Q: I have the vibrations of wurtzite silicon carbide in front of me. Every bond is Si–C and all have nearly the same length, yet the levels run from a very soft one to stiff ones, and two leave no trace in either spectrum. Where do I start?

Zone-centre phonons of wurtzite SiC (P6_3mc, 4 atoms in the cell, a = 3.076 Å, c = 5.048 Å), calculated with Ansatz 0.2.0 using scalar-relativistic PBEsol, plane waves and PAW, a 420 eV cutoff and a 12×12×6 k mesh. Frequencies are without the LO–TO term; infrared intensities and static Raman activities are summed over each degenerate level.

| row | phonon frequency (cm⁻¹) | degeneracy | infrared intensity ((D/Å)²/amu) | raman activity (Å^4/amu) | depolarisation ratio |
| --- | --- | --- | --- | --- | --- |
| 1 | 253.3 | 2 | 0 | 0.18 | 0.750000 |
| 2 | 590.5 | 1 | 0 | 0 | n/a |
| 3 | 756.6 | 2 | 0 | 23.4 | 0.750000 |
| 4 | 760.6 | 1 | 45.5 | 68.3 | 0.747552 |
| 5 | 789.9 | 2 | 78.8 | 19.5 | 0.750000 |
| 6 | 825.5 | 1 | 0 | 0 | n/a |

A: Start with the building blocks. Cut the crystal across its long axis $c$ and you get double layers, each a puckered sheet of Si and C. Within a sheet every Si has three C neighbours; a single bond, parallel to $c$, joins it to the next sheet. The cell holds two sheets, and the second is the first shifted along $c$ and given a half-turn about it.

Now ask two questions of each vibration. Do the atoms move along $c$ or sideways? And do the two sheets do the same thing at the same moment, or opposite things? Sideways motion has two equivalent directions, which is why those levels have degeneracy 2.

Q: So how do the rows sort themselves?

A: The computed displacements settle it. In rows 4 and 5 the sheets move in phase, with all Si going one way and all C the other: along $c$ in row 4, sideways in row 5. In the other four rows the sheets move in antiphase. Rows 1 and 3 are the sideways ones, called E$_2$, and rows 2 and 6 are those along $c$, called B$_1$.

Q: Then the infrared column must follow from the phase.

A: It does. Si carries positive and C negative effective charge, so moving them apart makes a dipole. In phase, the dipoles of the two sheets add; in antiphase they cancel exactly, because the sheets are equivalent. That gives infrared intensity in rows 4 and 5 and zero in the other four.

Q: Row 5 is much stronger than row 4. Is sideways motion more polar?

A: No, it is slightly less so. Row 5 sums over two partners, so each contributes 39.4 (D/Å)²/amu, against 45.5 for the single partner of row 4. The intensity goes as the square of the effective charge that a moving atom carries, divided by the reduced mass of Si and C. The calculation gives charges of 2.88 $e$ along $c$ and 2.68 $e$ sideways, and their squares account for the difference. This relation is built into the calculation, so it explains the numbers but doesn't test them.

Q: Now the frequencies. Why is row 1 so soft?

A: Look at which bonds it strains. Each Si moves by almost the same distance, and in the same direction, as one set of its C neighbours, while the other set goes the opposite way. The soft frequency points to the three C atoms of its own sheet as the companions. The sheets then slide over each other nearly rigidly, and the resistance comes mainly from the single bonds being tilted. Tilting a bond costs much less than stretching it.

Row 3 is the counterpart. There Si and C move against each other within the sheet, which stretches and compresses the bonds of the puckered net. It is therefore nearly as stiff as row 5, where the bonds between the sheets are tilted more.

Q: Can you turn that into a number?

A: Treat the crystal as a chain of atomic planes. Let $K$ be the sideways stiffness of the joint within a sheet and $k$ that of the joint between sheets, both for one Si–C pair. Suppose Si moves by $s$ and C by $c$ in one sheet, and by $-s$ and $-c$ in the next. With angular frequency $\omega$ and masses $m$, the equations of motion are

$$m_{\rm Si}\,\omega^2 s=(K+k)\,s-(K-k)\,c,$$
$$m_{\rm C}\,\omega^2 c=(K+k)\,c-(K-k)\,s.$$

The two solutions are rows 1 and 3. Their squared frequencies add up to $(K+k)(1/m_{\rm Si}+1/m_{\rm C})$. When the sheets move in phase, both joints are strained by the full relative motion, and $\omega^2$ is that same expression. So the squares of rows 1 and 3 should add up to the square of row 5:

$$\sqrt{253.3^2+756.6^2}\ \text{cm}^{-1}\approx 798\ \text{cm}^{-1}.$$

Q: And the table has 789.9.

A: The estimate is 1 % above the computed value, and row 5 was not used to make it. The test is milder than it looks, because row 1 supplies only a tenth of the sum: turned round, rows 5 and 3 would put row 1 at 227 cm⁻¹, about a tenth too low. The rule also says what the low frequency means: in-phase and antiphase motion share the same total stiffness, and the antiphase pair divides it very unequally. Solving the two equations for rows 1 and 3 gives $k/K\approx0.14$. The joint between the sheets is roughly seven times softer sideways than the joint within them. The figure is only rough, because the equations give Si and C the same total stiffness, which holds only approximately.

Q: If the sheets are so loosely joined, why is there no soft vibration along $c$?

A: Because that joint is weak only against sliding. Moving the sheets towards each other compresses the vertical bond head-on. Give every bond a stretching spring and a bending spring. With ideal tetrahedral angles, the sideways ratio of 0.14 requires a bending spring about a quarter as stiff as the stretching one.

Now apply the same springs along $c$. The vertical bond contributes one full stretching spring. The three slanted bonds lie almost flat, so together they contribute only a third of a stretching spring, but also $8/3$ of a bending spring. That makes $1/3+(8/3)\times(1/4)=1$. Along $c$ the two joints come out about equally stiff. That the sum lands so close to 1 is partly luck, since the bending spring was fitted to a rough ratio and lumps in electric forces that we come to below. The springs make a balance plausible, and the firm evidence for it is in the computed displacements. The same springs would put rows 2 and 6 too low in frequency and would make rows 4 and 5 equal, so the gap between 760.6 and 789.9 cm⁻¹ is left unexplained here.

Q: What does equality do to the motion?

A: It separates the elements. In antiphase, the C plane above a Si plane and the one below it move in opposite directions. If both joints are equally stiff, their pushes on the Si cancel, so Si can vibrate while C stands still, and the reverse. The computed displacements show just this: row 2 is almost pure Si motion and row 6 almost pure C motion. The heavier element gives the lower frequency.

Q: Then the masses alone should give the ratio of rows 6 and 2.

A: They give 1.53, the square root of the mass ratio, while the table gives 1.40. The masses explain the order but would set the two levels too far apart, because Si feels a stiffness about 20 % higher than C does. A chain with forces only between neighbouring planes must give both the same stiffness. Forces that reach further therefore matter here.

Q: Does the sum rule work for this pair too, with row 4 as the partner?

A: Not with row 4, and the reason is electrical. When a wave runs along $c$ and the atoms also move along $c$, the charges build up a long-range field that stiffens the in-phase vibration. The table leaves this field out, so rows 4 and 5 are transverse frequencies. The computed dielectric constants put the longitudinal partner of row 4 near 947 cm⁻¹, and that is the one that belongs with rows 2 and 6, because their opposed dipoles set up fields of the same kind, alternating from sheet to sheet. Their squares predict 1015 cm⁻¹, about 7 % above it, so the simple chain is cruder along $c$ than sideways.

Q: Let me turn to Raman. Rows 1 and 3 are in antiphase and appear; rows 2 and 6 are in antiphase and don't. Why isn't the phase enough?

A: Raman scattering needs a change in how easily the electrons are polarised, and here the half-turn between the sheets decides. Take motion along $c$ first. A half-turn about $c$ doesn't alter what an upward shift does to the polarisability of a sheet. With one sheet going up and the other down, the two changes are opposite and cancel. Rows 2 and 6 are silent.

Sideways, one sheet moves right and the other left. But the second sheet is turned by half a circle, so relative to its own bonds it is doing the same as the first. Their changes in the in-plane polarisability add up, and rows 1 and 3 are allowed.

Q: Allowed, yes, but row 1 has an activity of only 0.18 Å⁴/amu, against 23.4 in row 3.

A: That is the rigid sliding again. Tilting the vertical bonds affects the polarisability in a way that cancels between the sheets, so if each bond acts on its own, the activity comes from the bonds within each sheet. In row 1 those bonds hardly change: the relative motion of Si and C inside a sheet is about 4 % of that in row 3. Activity goes as the square, which gives roughly 0.03 Å⁴/amu. The estimate explains why the line is faint, but it is about five times too low, which is a little under half in amplitude. The rest must come from effects this picture leaves out.

Q: Row 4 puzzles me most. I learned that a totally symmetric vibration shows a low depolarisation ratio. This one is at 0.748, almost the 0.75 of the others.

A: The ratio compares scattered light polarised across the incoming polarisation with light polarised along it, averaged over all crystal orientations. It falls below $3/4$ only if the vibration changes the average polarisability, as when a molecule breathes. Symmetry permits such a change in row 4 but doesn't make it large. Here it supplies only about 0.2 % of the Raman activity.

The bonds suggest why. Move Si by a small distance $u$ against its four C neighbours along $c$. The vertical bond changes by $u$, and each of the three slanted bonds changes by $u/3$ in the opposite sense. The total bond length stays the same, so if all bonds respond alike, the average polarisability does too. What remains is a change of shape: easier to polarise along $c$ and harder across it, or the reverse.

Q: Is that picture good enough to give the strengths as well?

A: No. With identical, ideal tetrahedra, row 4 should be 3 times as active as one partner of row 5 and 1.5 times as active as one partner of row 3. The calculation gives 7.0 and 5.8. Either the bonds don't all respond alike or they don't act independently, so the cancellation in row 4 is a plausible reading and not an established one. The absolute activities also deserve caution, because PBEsol makes the band gap too small and the polarisability depends on that gap.

Q: Suppose I measure a wafer of this wurtzite form, with the laser coming in along $c$ and the light collected straight back. Should I look for row 4, since it is the strongest?

A: No, look for row 3. In that geometry the phonon also travels along $c$, so atoms moving along $c$ form the longitudinal vibration, and the transverse line of row 4 doesn't appear; its longitudinal partner near 947 cm⁻¹, which the table doesn't list, is allowed instead. Row 5 needs light polarised along $c$, which your beam doesn't have. The table averages over all orientations, so its order of activities is not the order of your peaks.

Q: And if the wafer were cubic silicon carbide?

A: There all sheets have the same orientation, and one Si and one C are enough for the primitive cell. The in-phase motions along and across the stacking direction become equivalent and merge into one threefold level, as long as the long-range field is left out as in this table. Antiphase motion of neighbouring sheets still exists, but it is no longer a zone-centre vibration, so the ordinary one-phonon spectra lose the counterparts of rows 1 and 3. Stackings with a longer repeat do the opposite: they allow more phase patterns between sheets, and with them more faint, low-lying lines from sliding.
